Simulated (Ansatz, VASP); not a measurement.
# CdTe in VASP and in Ansatz

File INCAR:

```
SYSTEM = CdTe
PREC = Accurate ; ENCUT = 520
EDIFF = 1E-6 ; ISMEAR = -1
SIGMA = 0.08 ; LREAL = .False.
LASPH = .True. ; NELM = 60
ALGO = Normal ; ISIF = 2
LWAVE = .False. ; LCHARG = .False.
GGA = PE ; NBANDS = 16
```

Contents of KPOINTS:

```
Automatic mesh
0
Gamma
  9 9 9
  0 0 0
```

File POSCAR:

```
CdTe
1.0
    0.0000000000      3.1401300417      3.1401300417
    3.1401300417      0.0000000000      3.1401300417
    3.1401300417      3.1401300417      0.0000000000
Cd Te
1 1
Direct
    0.0000000000      0.0000000000      0.0000000000
    0.7500000000      0.7500000000      0.7500000000
```

Input for Ansatz:

```yaml
crystal:
  lattice:
    - [0.0, 3.1401300417, 3.1401300417]
    - [3.1401300417, 0.0, 3.1401300417]
    - [3.1401300417, 3.1401300417, 0.0]
  atoms:
    - { symbol: Cd, position: [0.0, 0.0, 0.0] }
    - { symbol: Te, position: [0.75, 0.75, 0.75] }
kpoints:
  mp_grid: { grid: [9, 9, 9] }
scf:
  occupations: { method: fermi_dirac, width: 0.08 }
hamiltonian:
  xc: pbe
  pseudopotentials: { kind: all_electron, lapw: { basis_error: 0.001 } }
output:
  forces: true
  stress: true
  eigenvalues: true
```

Change from the starting cell: volume scaled by 0.9405.

Alike in both runs: task single point; functional PBE; k mesh 9 × 9 × 9; occupations fermi-dirac, width 0.08 eV; no spin polarisation.

|  | VASP | Ansatz |
| --- | --- | --- |
| version | VASP 6.6.1 | Ansatz 0.2.0 |
| potentials or method | VASP PAW PBE potentials, release 64 (Cd, Te) | all-electron LAPW, scalar-relativistic |
| plane-wave cutoff (eV) | 520 | see its input |

VASP gave:

* pressure (GPa): 8.2

Problem. Estimate Ansatz's values.

Solution. Pressure (GPa): 8.1.

Ansatz ran all-electron here, so the differences hold the error of VASP's frozen core and of both bases.

Caveats: spin-orbit coupling is left out, which moves the levels of the heavy elements.
